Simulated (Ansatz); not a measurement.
AlSb:
```cif
data_AlSb
_chemical_formula_sum 'Sb1 Al1'
_space_group_name_H-M_alt 'P 1'
_space_group_IT_number 1
_cell_length_a 4.40185
_cell_length_b 4.40185
_cell_length_c 4.40185
_cell_angle_alpha 60.000
_cell_angle_beta 60.000
_cell_angle_gamma 60.000
loop_
_space_group_symop_operation_xyz
  'x, y, z'
loop_
_atom_site_label
_atom_site_type_symbol
_atom_site_fract_x
_atom_site_fract_y
_atom_site_fract_z
_atom_site_occupancy
Sb1 Sb 0.75000 0.75000 0.75000 1
Al1 Al 0.00000 0.00000 0.00000 1
```

Relaxed with PBE. Independent-particle spectrum: no excitons, no local fields, no scissors shift; 0.1 eV broadening; ε₁ of the summed bands alone.

Tabulate the dielectric function from plane-wave PAW PBE (Ansatz code).



| E (eV) | ε₁ xx | ε₂ xx |
|---|---|---|
| 0.0 | 12.56 | 0.00 |
| 0.4 | 12.76 | 0.00 |
| 0.8 | 13.42 | 0.00 |
| 1.2 | 14.97 | 0.05 |
| 1.6 | 17.26 | 1.11 |
| 2.0 | 24.20 | 3.34 |
| 2.4 | 16.03 | 14.98 |
| 2.8 | 15.51 | 12.39 |
| 3.2 | 19.80 | 21.68 |
| 3.6 | -9.86 | 38.45 |
| 4.0 | -7.96 | 14.84 |
| 4.4 | -4.58 | 13.11 |
| 4.8 | -8.76 | 10.06 |
| 5.2 | -6.88 | 6.54 |
| 5.6 | -5.93 | 4.85 |
| 6.0 | -4.80 | 3.58 |
| 6.4 | -3.75 | 2.85 |
| 6.8 | -3.33 | 3.18 |
| 7.2 | -3.32 | 2.32 |
| 7.6 | -2.75 | 1.85 |
| 8.0 | -2.51 | 1.56 |
| 8.4 | -2.19 | 1.28 |
| 8.8 | -1.93 | 1.04 |
| 9.2 | -1.71 | 0.83 |
| 9.6 | -1.41 | 0.64 |
| 10.0 | -1.17 | 0.52 |
| 10.4 | -0.95 | 0.46 |
| 10.8 | -0.76 | 0.41 |
| 11.2 | -0.60 | 0.41 |
| 11.6 | -0.50 | 0.39 |
| 12.0 | -0.41 | 0.36 |

From ε at 1.5 eV (xx: 16.64 + 0.90i), find n, k, the normal reflectivity and the absorption coefficient.

n = 4.08, k = 0.110, R = 37 %, α = 2kE/ħc = 17000 cm⁻¹.

With all bands, ε∞ without local fields is 12.6.

Space group F-43m (zinc blende). The PBE relaxation kept the symmetry of its start; of distortions, only those at the zone centre were tested. Spin–orbit coupling is left out wherever it is not named.

Potentials: the later of the program's two PAW sets.
